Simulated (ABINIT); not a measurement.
Runs of ABINIT 10.8.3 (patched build) on Ge. Symmetry: I4/mmm, No. 139, tetragonal system. Conventional cell: a = 3.217 Å, b = 3.217 Å, c = 3.746 Å, α = 90.00°, β = 90.00°, γ = 90.00°. Around Ge (site symmetry 4/mmm) lie 12 Ge at 2.95 to 3.22 Å. The cell was built by a generator and needn't be a form met in nature.

```csv
level,dispersion computed by,gap on the mesh (eV),pressure (GPa),relaxed volume (Å³/atom)
PBE,-,none,-0.1,(a)
PBE+D3,simple-dftd3 1.7.0,none,0.1,19.05
PBE+D4,dftd4 4.3.1,none,0.0,18.78
PBE+D3(BJ),simple-dftd3 1.7.0,none,0.0,18.79
```

Alike in all rows: task relaxation of cell and atoms; potentials or basis JTH PAW PBE v2.0; no spin polarisation; cell relaxed; k mesh 12 × 12 × 12; cutoff (eV) 599; smearing fermi-dirac 0.05 eV.

Estimate the missing entries.

(a) 19.69.

Caveats: pairwise dispersion overbinds metals, which lowers pressure and volume (some runs).

A k mesh can miss the band edges, and the runs leave out spin-orbit coupling on Ge.

A gap of «none» marks a metal or a gap under the smearing width.
